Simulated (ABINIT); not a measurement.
# AlCo: single point with PBE

Crystal: AlCo.

```xyz
2
Lattice="2.8194 0.0000 0.0000 0.0000 2.8194 0.0000 0.0000 0.0000 2.8194" Properties=species:S:1:pos:R:3 pbc="T T T"
Co    1.4097    1.4097    1.4097
Al    0.0000    0.0000    0.0000
```

The cell is a database's computed one.

* Program: ABINIT 10.8.3 (patched build)
* Task: single point
* Functional: PBE
* Potentials or basis: JTH PAW PBE v2.0
* Cutoff: 707 eV
* k mesh: 7 × 7 × 7
* Occupations: fermi-dirac, width 0.05 eV
* Spin: collinear spin, random start
* Starting moments: [0.53, 0.0] μB
* Fine-grid cutoff: 1306.15 eV

```json
{
  "Pressure": "6.6 GPa",
  "Band gap on the k mesh": "none (metal or under the smearing width)",
  "Net moment": "0.00 μB per cell",
  "Valence electrons inside the program's atomic spheres": "Co 15.71; Al 0.86"
}
```

Levels at points of the mesh, in eV from the Fermi level:
Spin up:
```
           k point  band 7  band 8  band 9  band 10  band 11  band 12  band 13  band 14
(0.00, 0.00, 0.00)   -3.08   -0.84   -0.84    -0.84     6.16     6.16     6.16     8.92
```
Spin down:
```tsv
k point	band 6	band 7	band 8	band 9	band 10	band 11	band 12	band 13	band 14	band 15
(0.00, 0.00, 0.00)	-3.08	-3.08	-0.84	-0.84	-0.84	6.16	6.16	6.16	8.92	8.92
```

Wall time 35 s on 1 thread of Intel(R) Xeon(R) Platinum 8259CL CPU @ 2.50GHz (Skylake/Cascade Lake), on a shared host, peak memory 0.13 GiB.

Caveat: small starting moments can end in a higher magnetic state in this program.
